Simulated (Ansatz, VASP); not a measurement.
# One calculation of Sc, two programs

File INCAR:

```
PREC = Accurate ; ENCUT = 520
EDIFF = 1E-6 ; ISMEAR = -1
SIGMA = 0.1 ; LREAL = False
LASPH = True ; NELM = 80
ALGO = Normal ; ISIF = 2
LWAVE = False ; LCHARG = False
GGA = PS ; NBANDS = 18
```

KPOINTS

```
Automatic mesh
0
Gamma
  10 10 10
```

File POSCAR:

```
Sc
1.0
    0.0000000000      3.1498198357      3.1498198357
    3.1498198357      0.0000000000      3.1498198357
    3.1498198357      3.1498198357      0.0000000000
Sc
2
Direct
    0.1250000000      0.1250000000      0.1250000000
    0.8750000000      0.8750000000      0.8750000000
```

Input for Ansatz:

```yaml
crystal:
  lattice:
    - [0.0, 3.1498198357, 3.1498198357]
    - [3.1498198357, 0.0, 3.1498198357]
    - [3.1498198357, 3.1498198357, 0.0]
  atoms:
    - { symbol: Sc, position: [0.125, 0.125, 0.125] }
    - { symbol: Sc, position: [0.875, 0.875, 0.875] }
hamiltonian:
  xc: pbesol
  pseudopotentials:
    kind: paw
    azcp:
      Sc: "pseudopotentials/Sc.paw.azcp"
basis:
  ecutwfc: 420
  fft_grid_basis: typed
kpoints:
  mp_grid: { grid: [10, 10, 10], shift: [0, 0, 0] }
magnetization:
  spin_polarized: false
scf:
  occupations: { method: fermi_dirac, width: 0.1 }
  lower_state_search: "off"
output:
  stress: true
  write_density: true
  write_potential: true
  elf: true
  volumetric_format: npy
```

Alike in both runs: task single point; functional PBEsol; k mesh 10 × 10 × 10; occupations fermi-dirac, width 0.1 eV; no spin polarisation.

```csv
,VASP,Ansatz
version,VASP 6.6.1,Ansatz 0.2.0
potentials or method,"VASP PAW PBE potentials, release 64 (Sc_sv)","plane waves (420 eV) with PAW, scalar-relativistic"
plane-wave cutoff (eV),520,420
valence electrons in the cell,22,22
```

```csv
,VASP,Ansatz,Ansatz less VASP
pressure (GPa),0.0,0.0,-0.02
```

Ansatz warned: «pseudo_functional_mismatch».

Caveats: the PAW data sets were made with another functional, which shifts forces and pressure a little (VASP).
